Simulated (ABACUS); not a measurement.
SiC (Moissanite 3C):

```xyz
2
Lattice="0.0000 2.1790 2.1790 2.1790 0.0000 2.1790 2.1790 2.1790 0.0000" Properties=species:S:1:pos:R:3 pbc="T T T"
Si    0.0000    0.0000    0.0000
C     3.2685    3.2685    3.2685
```

```yaml
Program: ABACUS 3.10.1
Task: single point
Functional: PBE
Potentials_or_basis: PseudoDojo NC SR 0.4.1 PBE standard
Cutoff: 1116 eV
Density_cutoff: 4463 eV
Basis: plane waves
k_mesh: 10 × 10 × 10
Occupations: fermi-dirac, width 0.05 eV
Spin: no spin polarisation
```

On this cell: pressure 3.2 GPa; largest force zero by symmetry; band gap on the k mesh 1.36 eV, indirect (least direct gap 4.55 eV).

The same run follows on a disturbed copy (atoms moved at random, drawn with an rms of 0.05 Å):

```xyz
2
Lattice="0.0000 2.1790 2.1790 2.1790 0.0000 2.1790 2.1790 2.1790 0.0000" Properties=species:S:1:pos:R:3 pbc="T T T"
Si   -0.0594    0.0440   -0.0032
C     3.2400    3.3229    3.3296
```

Q: What changes?

A: The energy moves by +25.9 meV/atom; pressure 3.9 GPa; largest force 1.461 eV/Å; band gap on the k mesh 1.04 eV, indirect (least direct gap 4.39 eV).

Forces in eV/Å, atoms in the order of the input:
```
Si   0.650  0.342  1.263
C   -0.650 -0.342 -1.263
```

Stress tensor (GPa, compression positive):
```
4.00 4.36 1.30
4.36 4.16 2.27
1.30 2.27 3.40
```

A k mesh can miss the band edges.
